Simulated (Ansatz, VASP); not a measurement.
# Cross-check of AgCl between VASP and Ansatz, part 2 of 2

Wanted: the spread between two codes on one cell, functional and k mesh.

VASP 6.6.1 and Ansatz 0.2.0.

So far. Step 4 (Side by side): The walks stopped with -0.01 GPa left in Ansatz and 0.00 GPa in VASP; each walk ends within a tolerance, so the volume difference is uncertain by about these residues over the bulk modulus, most in soft cells.

## (5) VASP: relaxation of cell and atoms, PBE with D3(BJ)

Level of this step: PBE with D3(BJ); plane waves and PAW (Ag, Cl) (VASP).

The relaxed volume is the usual yardstick between codes: its relative difference is about their pressure difference at one cell divided by the bulk modulus.

INCAR

```
SYSTEM = AgCl
PREC = Accurate
ENCUT = 520
EDIFF = 1E-06
NELM = 100
ISMEAR = -1
SIGMA = 0.05
LREAL = .FALSE.
ALGO = Normal
GGA = PE
IVDW = 12
NBANDS = 15
LORBIT = 11
LWAVE = .FALSE.
LCHARG = .FALSE.
KPAR = 2
IBRION = 2
NSW = 60
ISIF = 3
EDIFFG = -0.01
```

POSCAR

```
AgCl
1.0
    0.0000000000      2.7726629968      2.7726629968
    2.7726629968      0.0000000000      2.7726629968
    2.7726629968      2.7726629968      0.0000000000
Ag Cl
1 1
Direct
    0.0000000000      0.0000000000      0.0000000000
    0.5000000000      0.5000000000      0.5000000000
```

KPOINTS

```
Automatic mesh
0
Gamma
7 7 7
0 0 0
```

Potentials, in the order of the species: Ag and Cl (PBE family, release 64).

Started as:

```console
mpirun -np 2 vasp_std
```

Numbers of over 12 decimals in the logs are rounded to 6 here.

The log of the run:

```text
[banner, memory and clock lines left out]
running    2 mpi-ranks, on    1 nodes
[...]
LDA part: xc-table for (Slater+PW92), standard interpolation
 POSCAR, INCAR and KPOINTS ok, starting setup
[...]
entering main loop
       N       E                     dE             d eps       ncg     rms          rms(c)
DAV:   1     0.107341609197E+03    0.10734E+03   -0.87983E+03   608   0.109E+03
DAV:   2    -0.148452572227E+01   -0.10883E+03   -0.99598E+02   719   0.233E+02
DAV:   3    -0.554768222355E+01   -0.40632E+01   -0.40524E+01   754   0.488E+01
DAV:   4    -0.557689252397E+01   -0.29210E-01   -0.29208E-01   747   0.446E+00
[...]
DAV:  10    -0.539403069254E+01   -0.66140E-04   -0.97699E-05   740   0.908E-02    0.320E-02
DAV:  11    -0.539403429745E+01   -0.36049E-05   -0.41051E-06   747   0.151E-02    0.303E-03
DAV:  12    -0.539403438832E+01   -0.90866E-07   -0.36227E-07   489   0.597E-03
   1 F= -.60572193E+01 E0= -.60572182E+01  d E =-.605722E+01
[...]
N       E                     dE             d eps       ncg     rms          rms(c)
DAV:   1    -0.545568642578E+01   -0.61652E-01   -0.12243E+00   600   0.111E+01    0.184E+00
DAV:   2    -0.538800829286E+01    0.67678E-01   -0.17026E-01   600   0.456E+00    0.544E-01
DAV:   3    -0.538364376739E+01    0.43645E-02   -0.11798E-02   719   0.804E-01    0.377E-01
DAV:   4    -0.538338562336E+01    0.25814E-03   -0.41950E-04   726   0.161E-01    0.145E-01
DAV:   5    -0.538337798798E+01    0.76354E-05   -0.53761E-05   685   0.104E-01    0.209E-02
DAV:   6    -0.538338150809E+01   -0.35201E-05   -0.18218E-05   726   0.440E-02    0.877E-03
DAV:   7    -0.538338064029E+01    0.86780E-06   -0.11436E-06   391   0.855E-03
   2 F= -.60602272E+01 E0= -.60602261E+01  d E =-.300791E-02
 trial-energy change:   -0.003008  1 .order   -0.002948   -0.005509   -0.000386
 step:   1.0701(harm=  1.0754)  dis= 0.00000  next Energy=    -6.060241 (dE=-0.302E-02)
 reached required accuracy - stopping structural energy minimisation
```

OUTCAR, selected parts (step 5):

```text
 Edisp (eV)   -0.66318

 Edisp (eV)   -0.67685

  Total      -0.01935    -0.01935    -0.01935     0.00000     0.00000    -0.00000
  in kB      -0.74186    -0.74186    -0.74186     0.00000     0.00000    -0.00000
  external pressure =       -0.74 kB  Pullay stress =        0.00 kB

 POSITION                                       TOTAL-FORCE (eV/Angst)
 -----------------------------------------------------------------------------------
      2.75421     -0.00000      2.75421         0.000000      0.000000      0.000000
      2.75421      2.75421      2.75421        -0.000000     -0.000000     -0.000000
 -----------------------------------------------------------------------------------
    total drift:                                0.000000      0.000000      0.000000

  FREE ENERGIE OF THE ION-ELECTRON SYSTEM (eV)
  ---------------------------------------------------
  free  energy   TOTEN  =        -6.0602271917 eV

  energy  without entropy=       -6.0602250610  energy(sigma->0) =       -6.06022613

[... 2 parts as in an earlier step ...]

[... 2 further parts left out ...]
[key lines of the parts left out:]
E-fermi :   4.5852
```

## (6) Ansatz: relaxation of cell and atoms, PBE with D3(BJ)

The same cell, functional, mesh and smearing now go to Ansatz, which takes its cutoff from its data sets.

input.yaml

```yaml
crystal:
  lattice:
    - [0.0, 2.7726629968, 2.7726629968]
    - [2.7726629968, 0.0, 2.7726629968]
    - [2.7726629968, 2.7726629968, 0.0]
  atoms:
    - { symbol: Ag, position: [0.0, 0.0, 0.0] }
    - { symbol: Cl, position: [0.5, 0.5, 0.5] }
hamiltonian:
  xc: pbe
  pseudopotentials: { kind: paw }
  dispersion: d3bj
kpoints:
  mp_grid: { grid: [7, 7, 7] }
scf:
  occupations: { method: fermi_dirac, width: 0.05 }
relax:
  f_tol: 0.01
  max_steps: 60
  cell: { stress_tol: 0.05 }
output:
  forces: true
  stress: true
  write_density: true
  write_potential: true
  elf: true
  volumetric_format: npy
```

Started as:

```console
ansatz run input.yaml --threads 4 --pin off --max-ram 9216MiB --backend cpu --events-out ev --progress --plain --runs-dir out
```

The log of the run:

```text
[...]
Crystal: 2 atoms, lattice volume = 42.631 Å³
Basis set: ecut = 420 eV, 869 PW (Γ), exchange–correlation on 54×54×54 points (8 copies of the dense FFT grid, shifted against one another)
Bands: 17, of which v1, the nominal top of the filled ones, is band 13 counted from 1 (12 counted from 0)
Symmetry: 48 space group operations
[...]
k-points: 20 of 343
[...]
k-point 19: bands = [... 9 lower, 6.3497, 6.5153, 6.6460, 7.3720, 12.6211, 15.5906, 16.3733, 17.1624]
--- Relaxed structure (3 steps of the walk, 3 accepted, 1 SCFs on fresh bases) ---
[...]
cell:  # Å, volume = 41.8373 Å³
    - [0, 2.755356, 2.755356]
    - [2.755356, 0, 2.755356]
    - [2.755356, 2.755356, 0]
  atoms:
    - { symbol: Ag, position: [0, 0, 0] }
    - { symbol: Cl, position: [0.500000, 0.500000, 0.500000] }
[key lines of the parts left out:]
SCF converged after 6 iterations
Free energy (F): -8671.556473 eV
Fermi energy:    8.939366 eV
P = ⅓ Tr σ = -0.0011 GPa (-0.011 kbar)
```

Wall time 2.1 s (4 threads of Intel Xeon Platinum 8488C (Sapphire Rapids), shared host); peak memory 0.35 GiB; 4 s of CPU time.

## (7) Differences

What differs besides the data sets and the points named for the pairs above, as far as they apply: the cutoff is 420 eV in Ansatz and 520 eV in VASP; VASP leaves aspherical gradient terms in its spheres out (LASPH is not set), Ansatz keeps them. Total energies have different zeros and are not compared.

The two programs side by side:

```csv
quantity,Ansatz,VASP,difference
volume (Å³),41.84,41.79,+0.12 %
"edge a after relaxation, in the typed setting (Å)",3.897,3.895,+0.04 %
```

The walks stopped with 0.00 GPa left in Ansatz and -0.07 GPa in VASP; each walk ends within a tolerance, so the volume difference is uncertain by about these residues over the bulk modulus, most in soft cells.

## (8) What came out

| Property | Result |
| --- | --- |
| difference in volume (relaxation of cell and atoms, r2SCAN) | 0.19 % |
| difference in volume (relaxation of cell and atoms, PBE with D3(BJ)) | 0.12 % |

The difference in volume is 0.19 % (relaxation of cell and atoms, r2SCAN), within the 1.2 % picked in this series as the mark of a large difference, as far as the stopping tolerances let one tell. How closely two codes agree says nothing of how well the functional describes the real material.

[Lines on the potential files, build, host, timing and source positions are cut from VASP's logs without a mark.]

[Logs are printed without paths, hosts, clocks, repeated set-up lines and the standing remarks that a program may print on its own settings, such as how far it seeks lower states.]

[Hosts, paths, dates, database ids (printed as entryN), source tags and the programs' standing remarks are cut or masked in the printed files.]
